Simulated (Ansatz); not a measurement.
System: YN (rock salt type), 2 atoms in the cell.

```
CELL_PARAMETERS angstrom
0.00000 2.46000 2.46000
2.46000 0.00000 2.46000
2.46000 2.46000 0.00000
ATOMIC_POSITIONS crystal
Y 0.00000 0.00000 0.00000
N 0.50000 0.50000 0.50000
```

These are results of HSE06, plane waves, all-electron PAW datasets generated for the crystal, point nucleus (Ansatz), not measurements.

Cutoff 290 eV; exchange singularity: regularized; k-mesh 6×6×6 Γ-centred; Fermi–Dirac smearing of 0.02 eV; no spin polarisation.

Question: How large is the gap on this mesh, is it direct, and where do the band edges lie (fractions of the reciprocal vectors of this cell)?

Answer: 1.12 eV, indirect from (0.000, 0.000, 0.000) to (0.000, -0.500, -0.500); the smallest direct gap is 1.60 eV.

Question: List the levels near the gap at (0.000, 0.000, 0.000), (0.000, 0.167, 0.167), (0.000, 0.167, -0.500), (0.000, 0.167, -0.167), (0.000, 0.333, -0.500), (0.000, -0.500, -0.500), in eV from the top of the valence band (v1 is the highest filled band, c1 the lowest empty one).

Answer: 
| k | v4 | v3 | v2 | v1 | c1 | c2 |
| --- | --- | --- | --- | --- | --- | --- |
| (0.000, 0.000, 0.000) | -14.32 | 0.00 | 0.00 | 0.00 | 4.28 | 4.28 |
| (0.000, 0.167, 0.167) | -13.79 | -2.17 | -0.40 | -0.40 | 3.16 | 5.84 |
| (0.000, 0.167, -0.500) | -12.80 | -3.71 | -2.20 | -1.98 | 5.02 | 7.36 |
| (0.000, 0.167, -0.167) | -13.33 | -2.80 | -1.75 | -1.01 | 4.68 | 5.31 |
| (0.000, 0.333, -0.500) | -13.50 | -2.29 | -1.52 | -1.03 | 2.51 | 8.17 |
| (0.000, -0.500, -0.500) | -13.84 | -1.81 | -0.48 | -0.48 | 1.12 | 8.06 |

A gap read on the mesh is an upper bound of this method's gap, since the mesh can miss a band edge. Spin–orbit coupling is left out; with heavy elements it can shift the gap and split levels by tenths of an eV.
